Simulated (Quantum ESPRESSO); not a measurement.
This Quantum ESPRESSO 7.5 run on SnTe needs a look.

The input pw.in:

```
&CONTROL
  calculation = 'scf'
  prefix = 'pwscf'
  outdir = './tmp'
  pseudo_dir = './pseudo'
  tprnfor = .true.
  tstress = .true.
  disk_io = 'nowf'
/
&SYSTEM
  ibrav = 0
  nat = 2
  ntyp = 2
  ecutwfc = 69
  ecutrho = 552
  nbnd = 16
  occupations = 'smearing'
  smearing = 'fd'
  degauss = 0.00367493
  conv_thr = 1d-08
/
&ELECTRONS
  conv_thr = 4d-10
  electron_maxstep = 80
  mixing_beta = 0.5
/
ATOMIC_SPECIES
Te   127.6000 Te_pbe_v1.uspp.F.UPF
Sn   118.7100 Sn_pbe_v1.uspp.F.UPF
CELL_PARAMETERS angstrom
   0.0000000000    3.1508500000    3.1508500000
   3.1508500000    0.0000000000    3.1508500000
   3.1508500000    3.1508500000    0.0000000000
ATOMIC_POSITIONS crystal
Te     0.5000000000    0.5000000000    0.5000000000
Sn     0.0000000000    0.0000000000    0.0000000000
K_POINTS automatic
7 7 7 0 0 0
```

Potentials or basis: SSSP 1.3 efficiency PBE.

The run is started by

```bash
$ OMP_NUM_THREADS=1 pw.x -in pw.in > pw.out
```

pw.out:

```text
This program is part of the open-source Quantum ESPRESSO suite
     for quantum simulation of materials; please cite
         "P. Giannozzi et al., J. Phys.:Condens. Matter 21 395502 (2009);
         "P. Giannozzi et al., J. Phys.:Condens. Matter 29 465901 (2017);
         "P. Giannozzi et al., J. Chem. Phys. 152 154105 (2020);
     in publications or presentations arising from this work. More details at

 %%%%%%%%%%%%%%%%%%%%%%%%%%%%%%%%%%%%%%%%%%%%%%%%%%%%%%%%%%%%%%%%%%%%%%%%%%%%%%
     Error in routine  read_namelists (1):
      bad line in namelist &system: "  conv_thr = 1d-08" (error could be in the previous line)
 %%%%%%%%%%%%%%%%%%%%%%%%%%%%%%%%%%%%%%%%%%%%%%%%%%%%%%%%%%%%%%%%%%%%%%%%%%%%%%

     stopping ...
```

Question: How did it end, and where is the flaw?

Answer: The program refused the input. The input holds a flaw that was put in on purpose: key in the wrong namelist (conv_thr = 1e-08).
